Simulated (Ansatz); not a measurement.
# Ti8Si17: the cost of one run

Program: Ansatz 0.2.0. Level of theory: DFT PBE, scalar-relativistic, plane waves, PAW. These are calculated values, not measurements.

2 further runs of the same task are left out: 2 set aside as unsound or not needed.

### Step 1. The structure to begin with

Symmetry: Fddd, No. 70, orthorhombic system. The conventional cell has a = 4.808 Å, b = 8.270 Å, c = 8.559 Å, α = 90.00°, β = 90.00°, γ = 90.00°. Ti (site symmetry 222) has 10 Si at 2.56 to 2.79 Å as nearest neighbours. Si (site symmetry 2) has 5 Si at 2.53 to 2.80 Å and 5 Ti at 2.56 to 2.79 Å as nearest neighbours.

Structure file:

```cif
data_structure
_symmetry_space_group_name_H-M 'Fddd:1'
_symmetry_Int_Tables_number 70
_cell_length_a 4.8077
_cell_length_b 8.2704
_cell_length_c 8.5592
_cell_angle_alpha 90.000
_cell_angle_beta 90.000
_cell_angle_gamma 90.000
_cell_volume 340.33
loop_
_atom_site_label
_atom_site_type_symbol
_atom_site_symmetry_multiplicity
_atom_site_Wyckoff_symbol
_atom_site_fract_x
_atom_site_fract_y
_atom_site_fract_z
_atom_site_occupancy
Ti1 Ti 8 b 0.75000 0.25000 0.25000 1
Si1 Si 16 f 0.75000 0.58682 0.25000 1
```

It is the result of an earlier relaxation at this level (volume 14.18 Å³/atom; gap on the mesh: none (metal)).

### Step 2. Relaxing the first end

The supercell's rows are 0 1 1; 1 -2 0; 1 0 -2 in vectors of the relaxed cell. Atom 25 is the Si that will move.

The input, input.yaml:

```yaml
crystal:
  lattice:
    - [4.8077378227, 4.1351811257, 4.2795976051]
    - [-4.8077378227, 4.1351811257, -4.2795976051]
    - [-4.8077378227, -4.1351811257, 4.2795976051]
  atoms:
    - { symbol: Ti, position: [0.5, 0.375, 0.375] }
    - { symbol: Ti, position: [0.5, 0.875, 0.875] }
    - { symbol: Ti, position: [0.0, 0.125, 0.625] }
    - { symbol: Ti, position: [0.0, 0.625, 0.125] }
    - { symbol: Ti, position: [0.0, 0.25, 0.25] }
    - { symbol: Ti, position: [0.0, 0.75, 0.75] }
    - { symbol: Ti, position: [0.5, 0.0, 0.5] }
    - { symbol: Ti, position: [0.5, 0.5, 0.0] }
    - { symbol: Si, position: [0.3368244589, 0.9618244589, 0.125] }
    - { symbol: Si, position: [0.3368244589, 0.4618244589, 0.625] }
    - { symbol: Si, position: [0.8368244589, 0.7118244589, 0.375] }
    - { symbol: Si, position: [0.8368244589, 0.2118244589, 0.875] }
    - { symbol: Si, position: [0.6631755411, 0.2881755411, 0.125] }
    - { symbol: Si, position: [0.6631755411, 0.7881755411, 0.625] }
    - { symbol: Si, position: [0.1631755411, 0.0381755411, 0.375] }
    - { symbol: Si, position: [0.1631755411, 0.5381755411, 0.875] }
    - { symbol: Si, position: [0.6631755411, 0.9131755411, 0.25] }
    - { symbol: Si, position: [0.6631755411, 0.4131755411, 0.75] }
    - { symbol: Si, position: [0.1631755411, 0.6631755411, 0.5] }
    - { symbol: Si, position: [0.1631755411, 0.1631755411, 0.0] }
    - { symbol: Si, position: [0.3368244589, 0.5868244589, 0.25] }
    - { symbol: Si, position: [0.3368244589, 0.0868244589, 0.75] }
    - { symbol: Si, position: [0.8368244589, 0.3368244589, 0.5] }
    - { symbol: Si, position: [0.8368244589, 0.8368244589, 0.0] }
    - { symbol: Si, position: [0.7976541289, 0.0600002047, 0.997766504] }
basis:
  ecutwfc: 420
  xc_grid: 2
kpoints:
  mp_grid: { grid: [4, 4, 4], shift: [0.5, 0.5, 0.5] }
hamiltonian:
  xc: pbe
scf:
  occupations: { method: gaussian, width: 0.1 }
output:
  forces: true
  stress: false
  eigenvalues: true
  write_density: true
  write_potential: true
  elf: true
  volumetric_format: npy
relax:
  adjacent_minimum: "off"
  f_tol: 0.02
  max_steps: 60
```

Started as:

```console
$ ansatz run input.yaml --threads 4 --pin off --max-ram 10240MiB --backend cpu --events-out ev --progress --plain --runs-dir out
```

Q: Estimate wall time and peak memory on 4 threads of Intel Xeon Platinum 8488C (Sapphire Rapids), shared host.

About 6.1 min, with a peak of 1.7 GiB.
